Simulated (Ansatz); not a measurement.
Input for Ansatz (plane-wave DFT, PAW):

```yaml
crystal:
  lattice:
    - [-2.9555600676, 2.9555600676, 2.4706794976]
    - [2.9555600676, -2.9555600676, 2.4706794976]
    - [2.9555600676, 2.9555600676, -2.4706794976]
  atoms:
    - { symbol: Fe, position: [0.75, 0.75, 0.0], spin: 1.48 }
    - { symbol: Fe, position: [0.25, 0.25, 0.0], spin: 1.48 }
    - { symbol: Ge, position: [0.1561922679, 0.6561922679, 0.8123845358] }
    - { symbol: Ge, position: [0.3438077321, 0.1561922679, 0.5] }
    - { symbol: Ge, position: [0.6561922679, 0.8438077321, 0.5] }
    - { symbol: Ge, position: [0.8438077321, 0.3438077321, 0.1876154642] }
basis:
  ecutwfc: 420
kpoints:
  mp_grid: { grid: [10, 10, 10] }
  band_path:
    path:
      - [[0.0, 0.0, 0.0], [0.0, 0.0, 0.5], [-0.5, 0.5, 0.5], [0.0, 0.0, 0.0], [0.42470014, 0.42470014, -0.42470014]]
      - [[-0.42470014, 0.57529986, 0.42470014], [-0.5, 0.5, 0.5]]
      - [[0.0, 0.0, 0.5], [0.25, 0.25, 0.25], [0.0, 0.5, 0.0], [0.0, 0.0, 0.0]]
    npoints: 14
hamiltonian:
  xc: lda
scf:
  occupations: { method: gaussian, width: 0.1 }
  n_extra_bands: 15
output:
  forces: true
  stress: true
  eigenvalues: true
  populations: true
  dos: { projected: true, de: 0.02, nscf_kmesh: { grid: [15, 15, 15] } }
  bader: true
  write_density: true
  write_potential: true
  elf: true
  volumetric_format: npy
magnetization:
  spin_polarized: true
```

Run as
```bash
ansatz run input.yaml --threads 2 --pin off --max-ram 5120MiB --backend cpu --events-out ev --progress --plain --runs-dir out
```

Level of theory: DFT LDA, scalar-relativistic, plane waves, PAW in Ansatz.

From the run's log, abridged:

```
scf.n_extra_bands = 15 over 44 filled bands (N_el = 88.0): the run solves 59 bands
Pseudopotentials: kind: paw
Pseudopotential: Fe, paw, valence charge 16, recommended cutoff 420 eV (normal)
Pseudopotential: Ge, paw, valence charge 14, recommended cutoff 420 eV (normal)
Functional definition: SPW92
Crystal: 6 atoms, lattice volume = 86.329 Å³
Basis set: ecut = 420 eV, 1657 PW (Γ)
Bands: 59, of which v1, the nominal top of the filled ones, is band 44 counted from 1 (43 counted from 0)
Symmetry: 16 space group operations
Space group: I4/mcm (ITA 140), of the structure as read, at distance tolerance 4.4e-5 Å
Magnetic group: BNS 140.541 (UNI 1201), of the structure as read, at distance tolerance 4.4e-5 Å
k-points: 102 of 1000
Initial density: superposition of atomic densities (chi_scale 0.1, normalization cell)
Starting moments: Σ|m| = 2.96 μB on 2 of 6 sites
Initial wavefunctions: pseudopotential atomic-orbital guess
Functional: x = slater, c = lda
SCF iter   1: F=—  HF=-25701.964074 eV  |F-HF|=—  |Δ(HF+E_count)|=         —  Δρ=3.35e-2 (↑2.96e-2 ↓3.35e-2) dr2=2.07e0  dr2_m=1.31e-1  M=2.432 μB ∫|m|=2.854 μB  β_m=0.30  ethr=2.34e-3  ⟨swp⟩=1.8  Hψ=51707  notcnv=0
Mixer restart at iter 1: flushing history
spin=Collinear: Kerker preconditioning applied to the charge; magnetization (m = ρ↑ − ρ↓) channel mixes plain (no charge-response kernel on spin).
SCF iter   2: F=—  HF=-25701.729231 eV  |F-HF|=—  |Δ(HF+E_count)|=   2.35e-1  Δρ=2.07e-2 (↑1.46e-2 ↓2.07e-2) dr2=1.71e0  dr2_m=6.54e-2  M=2.386 μB ∫|m|=2.831 μB  β_m=0.40  ethr=2.34e-3  ⟨swp⟩=2.0  Hψ=15409  notcnv=0
SCF iter   3: F=—  HF=-25702.744268 eV  |F-HF|=—  |Δ(HF+E_count)|=    1.02e0  Δρ=1.85e-2 (↑1.21e-2 ↓1.85e-2) dr2=1.75e0  dr2_m=3.53e-2  M=2.282 μB ∫|m|=2.726 μB  β_m=0.43  ethr=1.95e-3  ⟨swp⟩=2.0  Hψ=15282  notcnv=0  defer=1142
SCF iter   4: F=—  HF=-25703.651300 eV  |F-HF|=—  |Δ(HF+E_count)|=   9.07e-1  Δρ=1.03e-2 (↑7.30e-3 ↓1.03e-2) dr2=7.03e-1  dr2_m=9.73e-3  M=2.125 μB ∫|m|=2.562 μB  β_m=0.60  ethr=1.95e-3  ⟨swp⟩=2.0  Hψ=15410  notcnv=0  defer=1468
SCF iter   5: F=—  HF=-25703.436934 eV  |F-HF|=—  |Δ(HF+E_count)|=   2.14e-1  Δρ=1.41e-2 (↑7.01e-3 ↓1.41e-2) dr2=2.95e-1  dr2_m=1.17e-2  M=2.066 μB ∫|m|=2.507 μB  β_m=0.83  ethr=7.99e-4  ⟨swp⟩=2.9  Hψ=18530  notcnv=0  defer=1438
SCF iter   6: F=—  HF=-25703.581655 eV  |F-HF|=—  |Δ(HF+E_count)|=   1.45e-1  Δρ=1.13e-2 (↑5.03e-3 ↓1.13e-2) dr2=2.09e-1  dr2_m=8.61e-3  M=2.141 μB ∫|m|=2.603 μB  β_m=0.92  ethr=3.35e-4  ⟨swp⟩=2.1  Hψ=15705  notcnv=0  defer=1424
SCF iter   7: F=—  HF=-25703.604578 eV  |F-HF|=—  |Δ(HF+E_count)|=   2.29e-2  Δρ=7.93e-4 (↑7.93e-4 ↓4.26e-4) dr2=3.81e-4  dr2_m=1.96e-4  M=2.180 μB ∫|m|=2.665 μB  β_m=0.95  ethr=2.37e-4  ⟨swp⟩=2.0  Hψ=15684  notcnv=0  defer=1425
SCF iter   8: F=—  HF=-25703.605024 eV  |F-HF|=—  |Δ(HF+E_count)|=   4.46e-4  Δρ=3.96e-4 (↑1.84e-4 ↓3.96e-4) dr2=1.00e-4  dr2_m=5.66e-5  M=2.188 μB ∫|m|=2.678 μB  β_m=0.98  ethr=4.33e-7  ⟨swp⟩=2.0  Hψ=22874  notcnv=0  defer=1415
SCF iter   9: F=—  HF=-25703.605035 eV  |F-HF|=—  |Δ(HF+E_count)|=   1.14e-5  Δρ=1.64e-4 (↑9.17e-5 ↓1.64e-4) dr2=6.79e-5  dr2_m=1.14e-6  M=2.191 μB ∫|m|=2.682 μB  β_m=0.85  ethr=1.14e-7  ⟨swp⟩=2.0  Hψ=17294  notcnv=0  defer=1415
SCF iter  10: F=—  HF=-25703.605034 eV  |F-HF|=—  |Δ(HF+E_count)|=   1.22e-6  Δρ=8.68e-5 (↑1.80e-5 ↓8.68e-5) dr2=1.19e-5  dr2_m=1.05e-6  M=2.191 μB ∫|m|=2.682 μB  β_m=0.93  ethr=7.71e-8  ⟨swp⟩=1.8  Hψ=12494  notcnv=0  defer=1415
SCF iter  11: F=—  HF=-25703.605034 eV  |F-HF|=—  |Δ(HF+E_count)|=   2.05e-7  Δρ=2.66e-5 (↑1.01e-5 ↓2.66e-5) dr2=1.37e-6  dr2_m=5.87e-8  M=2.190 μB ∫|m|=2.682 μB  β_m=0.96  ethr=1.35e-8  ⟨swp⟩=1.7  Hψ=12721  notcnv=0  defer=1415
SCF iter  12: F=—  HF=-25703.605034 eV  |F-HF|=—  |Δ(HF+E_count)|=   5.07e-9  Δρ=7.15e-7 (↑4.20e-7 ↓7.15e-7) dr2=1.62e-9  dr2_m=4.92e-11  M=2.190 μB ∫|m|=2.682 μB  β_m=0.98  ethr=1.55e-9  ⟨swp⟩=2.0  Hψ=14100  notcnv=0  defer=1415
SCF iter  13: F=-25703.605034 eV  HF=-25703.605034 eV  |F-HF|=1.19e-9  |Δ(HF+E_count)|=   1.20e-9  Δρ=8.15e-7 (↑2.98e-7 ↓8.15e-7) dr2=1.34e-9  dr2_m=6.75e-11  M=2.190 μB ∫|m|=2.682 μB  ethr=1.84e-12  ⟨swp⟩=9.7  Hψ=70641  notcnv=0
SCF 1 converged in 13 iterations: F = -25703.605034 eV  dr2 = 1.34e-9
SCF converged after 13 iterations
Magnetization: 2.1904 μB (45.0952 up, 42.9048 down)
Absolute magnetization: 2.6831 μB (∫|ρ↑−ρ↓|, with the PAW one-centre terms)
Spin contamination: 0.0833 ħ² per cell (⟨S²⟩ above its minimum at these occupations)
Per-site moments (μB) at R_I (Å): [(1.19318893, 1.01915529276), (1.19318893, 1.01915529276), (-0.03314686, 1.05237569), (-0.03314686, 1.05237569), (-0.03314686, 1.05237569), (-0.03314686, 1.05237569)]
Free energy (F): -25703.605034 eV
Harris-Foulkes:  -25703.605034 eV  (|F-HF|=1.19e-9)
Internal energy: -25703.588831 eV  (E = F + TS)
E sigma→0 (E₀):  -25703.596933 eV
Entropy (-TS):   -0.016203 eV (-2.700 meV/atom)
Fermi energy:    14.645086 eV
--- Per-component energies (eV) ---
  E_band       = -806.388541
  E_kinetic    = 1159.548838
  E_local      = -12770.300445  (includes V_loc(G=0)·N_el)
  E_nonlocal   = 2125.731607
  E_hartree    = 5553.553455
  E_xc         = -539.584563
  E_vxc        = -569.583136  (∫ρ·V_xc dr)
  E_paw        = -10373.056748  (= ΣΔE_a)
  E_vpaw       = -1858.891755  (= ΣTr[D̂ρ^β])
  E_aug_tail   = 0.002439  (compensation charges beyond the density's cutoff)
  E_ewald      = -10867.919791
  E_core_change = 8.436376  (= ΣΔE_core)
  E_smearing   = -0.016203  (= −TS)
--- Forces (eV/Å), atoms counted from 1 ---
  atom   1  Fe     0.00000000     0.00000000     0.00000000
  atom   2  Fe     0.00000000     0.00000000     0.00000000
  atom   3  Ge     0.09055421     0.09055421     0.00000000
  atom   4  Ge     0.09055421    -0.09055421     0.00000000
  atom   5  Ge    -0.09055421     0.09055421     0.00000000
  atom   6  Ge    -0.09055421    -0.09055421     0.00000000
--- Stress (GPa, compression-positive) ---
      -10.770880       0.000000       0.000000
        0.000000     -10.770880       0.000000
        0.000000       0.000000      -9.363472
  P = ⅓ Tr σ = -10.3017 GPa (-103.017 kbar)
--- Band table (eV; the first three rows and the last of 204) ---
  k-point 0 ↑: bands = ["-72.1140", "-72.0795", "-38.9294", "-38.6466", "-38.4735", "-38.4735", "-38.4428", "-38.4428", "-10.1334", "-10.1180", "-10.1115", "-10.0971", "-10.0848", "-10.0848", "-10.0806", "-10.0806", "-10.0553", "-10.0395", "-10.0304", "-10.0302", "-10.0302", "-10.0137", "-10.0079", "-10.0076", "-10.0076", "-9.9704", "-9.9704", "-9.9692", "1.1962", "7.1734", "8.1443", "8.1443", "10.5236", "10.5236", "10.7368", "10.7442", "11.4089", "12.0612", "12.2622", "12.2622", "12.5607", "12.7027", "13.2727", "13.4602", "13.7457", "13.7457", "14.8626", "14.8626", "15.1986", "15.2413", "18.9844", "20.0091", "20.0091", "20.0394", "21.5729", "22.7449", "25.8408", "25.8408", "28.4709"]
  k-point 1 ↑: bands = ["-72.1140", "-72.0795", "-38.9294", "-38.6466", "-38.4736", "-38.4735", "-38.4428", "-38.4428", "-10.1349", "-10.1210", "-10.1169", "-10.0956", "-10.0843", "-10.0833", "-10.0808", "-10.0766", "-10.0513", "-10.0387", "-10.0353", "-10.0328", "-10.0236", "-10.0121", "-10.0108", "-10.0089", "-10.0059", "-9.9769", "-9.9698", "-9.9631", "1.2807", "6.9611", "7.9048", "8.1730", "10.0580", "10.5441", "10.9728", "11.2206", "11.2779", "11.8882", "12.0955", "12.4002", "12.4534", "12.8226", "13.3067", "13.7265", "13.7355", "13.8990", "14.8163", "15.1887", "15.4038", "15.4062", "18.8643", "19.0695", "19.3446", "21.1772", "22.3854", "22.6669", "25.0467", "25.7727", "27.8339"]
  k-point 2 ↑: bands = ["-72.1140", "-72.0795", "-38.9295", "-38.6467", "-38.4737", "-38.4734", "-38.4428", "-38.4427", "-10.1403", "-10.1271", "-10.1246", "-10.0914", "-10.0830", "-10.0811", "-10.0796", "-10.0699", "-10.0487", "-10.0394", "-10.0388", "-10.0318", "-10.0153", "-10.0152", "-10.0122", "-10.0089", "-10.0041", "-9.9828", "-9.9682", "-9.9589", "1.5324", "6.2733", "7.5153", "8.2527", "9.9389", "10.5988", "10.8851", "11.3366", "11.4819", "11.5994", "11.9648", "12.1998", "12.6076", "13.1857", "13.3091", "13.7101", "13.7383", "14.6389", "14.8593", "15.8245", "15.9869", "15.9981", "17.9511", "18.6194", "19.3540", "21.9387", "22.3534", "22.4891", "24.8689", "25.9637", "26.4898"]
  k-point 101 ↓: bands = ["-70.7914", "-70.7557", "-37.4756", "-37.2851", "-37.2851", "-37.2517", "-37.2517", "-37.1751", "-10.1619", "-10.1609", "-10.1562", "-10.1183", "-10.0766", "-10.0766", "-10.0635", "-10.0635", "-10.0568", "-10.0543", "-10.0543", "-10.0227", "-10.0199", "-10.0151", "-10.0095", "-10.0095", "-10.0060", "-9.9960", "-9.9772", "-9.9772", "4.6454", "5.0266", "5.0266", "6.3736", "8.0169", "8.3674", "11.4169", "11.4169", "12.5746", "12.7185", "13.3426", "14.0331", "14.1121", "14.6963", "14.9948", "14.9948", "15.9449", "16.0605", "17.4399", "17.4399", "18.1353", "18.1353", "18.3770", "20.4949", "20.4949", "21.2301", "21.8015", "24.1015", "25.3996", "25.5164", "25.5164"]
--- Löwdin populations: 6 sites ---
  site symbol q [e]    m [muB]
     0     Fe     15.6423     1.2195
     1     Fe     15.6423     1.2195
     2     Ge     14.0972    -0.0600
     3     Ge     14.0972    -0.0600
     4     Ge     14.0972    -0.0600
     5     Ge     14.0972    -0.0600
  spilling = 0.003710 (of n_electrons = 88.000000)
--- Bader charges: 6 sites ---
  site symbol charge [e]  shift [e]    m [muB]
     0     Fe     -0.0879     0.0002     1.2136
     1     Fe     -0.0880     0.0002     1.2136
     2     Ge      0.0440     0.0001    -0.0592
     3     Ge      0.0440     0.0001    -0.0592
     4     Ge      0.0440     0.0001    -0.0592
     5     Ge      0.0440     0.0001    -0.0592
  estimated error of the sums over rays = 3.4e-4 e
```

Self-consistency was reached.

The run took 2.9 min on 2 threads of Arm Neoverse V1 (shared host), peak memory 1.3 GiB.

Only parallel moments were tried here.